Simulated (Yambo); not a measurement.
**BAs: optical spectrum with PBEsol**

Crystal: BAs.

```xyz
2
Lattice="0.0000 2.3885 2.3885 2.3885 0.0000 2.3885 2.3885 2.3885 0.0000" Properties=species:S:1:pos:R:3 pbc="T T T"
As    3.5827    3.5827    3.5827
B     0.0000    0.0000    0.0000
```

```json
{
  "Program": "Yambo 5.3.0",
  "Task": "optical spectrum",
  "Functional": "PBEsol",
  "Potentials or basis": "PseudoDojo 0.4.1 SR PBEsol standard",
  "Cutoff": "1143 eV",
  "Density cutoff": "4572 eV",
  "k mesh": "6 × 6 × 6",
  "Occupations": "fixed",
  "Spin": "no spin polarisation",
  "k mesh of the self-consistent run": "10 × 10 × 10",
  "Direction of the field or of q to 0": "y",
  "Broadening": "0.05 eV",
  "Kernel": "none (independent particles)",
  "Top of the energy range": "30 eV",
  "Energy points": "150",
  "Correction of the levels": "none",
  "Bands in the response": "34"
}
```

The band gap on the k mesh, mean-field level is 1.20 eV, indirect (least direct gap 3.26 eV). The electronic dielectric constant along the field is 11.74.

Dielectric function (along the field direction of the input):
```csv
energy (eV),real part,imaginary part
0.40,11.81,0.11
1.01,12.19,0.12
1.61,13.00,0.15
2.42,15.33,0.27
3.02,20.57,1.07
3.62,24.97,2.19
4.43,15.29,17.92
5.03,17.75,9.47
5.64,-58.18,28.83
6.44,-8.41,7.54
7.05,-8.10,3.15
7.65,-5.13,5.50
8.46,-2.52,2.48
9.06,-3.01,17.20
9.66,-3.60,7.00
10.47,-3.79,0.86
11.07,-3.09,0.39
11.68,-1.58,0.41
12.48,-1.83,0.27
13.09,-0.05,1.15
13.69,-1.53,0.97
14.50,-1.76,0.64
15.10,-0.64,0.53
15.70,-1.12,0.56
16.51,-0.37,1.33
17.11,-0.67,0.39
17.72,-0.49,0.10
18.52,-0.22,0.61
19.13,-0.26,0.21
19.93,-0.06,0.50
```

Energy-loss function:
| energy (eV) | loss |
| --- | --- |
| 0.0 | 0.001 |
| 1.2 | 0.001 |
| 2.6 | 0.001 |
| 3.8 | 0.006 |
| 5.2 | 0.021 |
| 6.4 | 0.059 |
| 7.9 | 0.136 |
| 9.1 | 0.056 |
| 10.5 | 0.057 |
| 11.7 | 0.152 |
| 13.1 | 0.865 |
| 14.3 | 0.483 |
| 15.7 | 0.360 |
| 16.9 | 0.808 |
| 18.3 | 1.731 |
| 19.5 | 1.259 |
| 20.9 | 2.990 |
| 22.1 | 4.109 |
| 23.6 | 0.479 |
| 24.8 | 0.786 |
| 26.2 | 0.318 |
| 27.4 | 1.057 |
| 28.8 | 0.297 |
| 30.0 | 0.315 |

It took 87 s on 1 thread of Arm Neoverse V2 (shared host).

Caveat: this k mesh misses the band edges, so its gaps are larger than the crystal's; spectra need much finer meshes, so this one isn't converged; independent-particle spectra lack excitons.
